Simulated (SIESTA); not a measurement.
Si2Mo:

```
Mo Si
1.0
    -1.60000    1.60000    3.93050
     1.60000   -1.60000    3.93050
     1.60000    1.60000   -3.93050
Mo Si
1 2
Direct
  0.00000 0.00000 0.00000
  0.66700 0.66700 0.00000
  0.33300 0.33300 0.00000
```

```yaml
Program: SIESTA 5.4.2
Task: single point
Functional: PBE
Potentials_or_basis: PseudoDojo 0.4 standard (PBE files)
Basis: DZP (energy shift 0.003 Ry; two zetas on semicore shells)
Grid_cutoff: 800 Ry
Energy_shift: 0.003 Ry
k_mesh: 12 × 12 × 12
Occupations: fermi-dirac, width 0.05 eV
Spin: no spin polarisation
```

On this cell: pressure 3.7 GPa; largest force 0.240 eV/Å; band gap on the k mesh none (metal or under the smearing width).

The same run follows on a disturbed copy (atoms moved at random, drawn with an rms of 0.05 Å):

```
Mo Si
1.0
    -1.60000    1.60000    3.93050
     1.60000   -1.60000    3.93050
     1.60000    1.60000   -3.93050
Mo Si
1 2
Direct
  0.01766 0.00186 0.00664
  0.67784 0.69432 0.02500
  0.33200 0.34581 0.01150
```

What changes?

The energy (extrapolated to zero smearing) moves by +19.0 meV/atom; pressure 4.0 GPa; largest force 0.908 eV/Å; band gap on the k mesh none (metal or under the smearing width).

Forces in eV/Å, atoms in the order of the input:
```
Mo   0.635 -0.278 -0.370
Si  -0.508  0.045 -0.498
Si  -0.127  0.233  0.868
```

Stress tensor (GPa, compression positive):
```
 4.17 -0.33 -0.23
-0.33  4.38  0.10
-0.23  0.10  3.34
```

Caveats: the basis of atomic orbitals isn't converged, which shifts pressures, moduli and gaps.
